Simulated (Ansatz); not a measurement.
Task: a convergence test of the k-point mesh of TiPbO3, space group Pm-3m, with Ansatz's Python interface. Give the script and its output. Level of theory (first run): mr2scan, PAW, cutoff 630 eV, 2×2×2 k-points, fixed occupations. The script varies mesh: (2, 2, 2), (3, 3, 3), (4, 4, 4), (5, 5, 5), (6, 6, 6), (7, 7, 7).

```
Ti Pb O
1.0
     3.96390    0.00000    0.00000
     0.00000    3.96390    0.00000
     0.00000    0.00000    3.96390
Ti Pb O
1 1 3
Direct
  0.50000 0.50000 0.50000
  0.00000 0.00000 0.00000
  0.00000 0.50000 0.50000
  0.50000 0.00000 0.50000
  0.50000 0.50000 0.00000
```

`kconv_tipbo3.py`
```python
'''Convergence of TiPbO3 with the k-point mesh.'''

import ansatz
from tabulate import tabulate

structure = (
    ansatz.Lattice.cubic(3.9639)
    .space_group(221)
    .atom('Ti', (0.5, 0.5, 0.5))
    .atom('Pb', (0.0, 0.0, 0.0))
    .atom('O', (0.0, 0.5, 0.5))
)

model = structure.calculation()
model = model.functional('mr2scan')
model = model.basis(630)
model = model.accuracy('low').occupations('fixed')
model = model.hubbard('Ti', 'd', u_eff=3.0).scf(tolerance=1e-06, max_iterations=60, extra_bands=2)
model = model.forces()
model = model.stress()

rows = []
for value in [(2, 2, 2), (3, 3, 3), (4, 4, 4), (5, 5, 5), (6, 6, 6), (7, 7, 7)]:
    r = model.kpoints(mesh=value).run().report
    rows.append((value, r['free_energy_ev'] / len(r['lattice']['sites']), r['n_iterations'], sum(r['stress_gpa'][i][i] for i in range(3)) / 3, max(abs(f) for row in r['forces_ev_ang'] for f in row), r['n_kpoints']))

print(tabulate(rows, headers=['mesh', 'F/atom (eV)', 'iterations', 'P (GPa)', 'max component (eV/A)', 'k-points'], floatfmt='.4f', tablefmt='simple'))

# differences from the last row
for row in rows[:-1]:
    shift = 1000 * (row[1] - rows[-1][1])
    print(f'{row[0]}: {shift:+.2f} meV/atom' + ('  (within 1 meV)' if abs(shift) < 1 else ''))
```

```console
$ python kconv_tipbo3.py
DeckWarning: scf.convergence.dr2_threshold = 1e-6 eV is looser than this run's default, which is 1e-7 eV or tighter. The error in the forces grows as the threshold's square root, so leave the key out unless less accurate forces are enough
DeckWarning: output.stress: scf.convergence.dr2_threshold = 1e-6 eV is looser than the 5e-10 eV advised for a printed stress (1e-10 eV for each atom of the cell: 5). What an SCF threshold leaves in a stress goes as its square root, and in the free energy as the threshold itself, and one threshold admits the most on a [...]
mesh         F/atom (eV)    iterations    P (GPa)    max component (eV/A)    k-points
---------  -------------  ------------  ---------  ----------------------  ----------
(2, 2, 2)     -3226.5019             7    -0.4201                  0.0000           4
(3, 3, 3)     -3226.6407             7    -2.8762                  0.0000           4
(4, 4, 4)     -3226.6518             8    -2.9453                  0.0000          10
(5, 5, 5)     -3226.6549             8    -3.0053                  0.0000          10
(6, 6, 6)     -3226.6552             8    -3.0023                  0.0000          20
(7, 7, 7)     -3226.6554             8    -3.0050                  0.0000          20
(2, 2, 2): +153.46 meV/atom
(3, 3, 3): +14.67 meV/atom
(4, 4, 4): +3.59 meV/atom
(5, 5, 5): +0.43 meV/atom  (within 1 meV)
(6, 6, 6): +0.11 meV/atom  (within 1 meV)
```
(Warnings from the package without file and line, shortened.)

From 5×5×5 on it stays within 1 meV an atom of the value at 7×7×7; the first row (2×2×2) is off by 153.5 meV and the last but one by 0.11 meV. The pressure moves from -0.42 to -3.01 GPa. The last run costs about 2.1 times the first.

Reading the output:
- Spin is left out of this run.
- U, its shell and the double counting are chosen to explore, and aren't derived for this compound.
- Forces vanish by symmetry here and test nothing.
- Of the deposited cell: it was measured well above room temperature.
- Pressure is positive in compression.
- Spin-orbit coupling, which matters for elements this heavy, is left out.
- The structure is a deposited one; some such entries were measured under pressure or heat, so a shift against it needn't be the functional's error alone.
- Shifts are counted from the finest mesh, which is itself no proven limit.
- Run time: 34 s on 1 thread of Arm Neoverse V1, with other jobs on the host, peak memory 0.6 GiB.
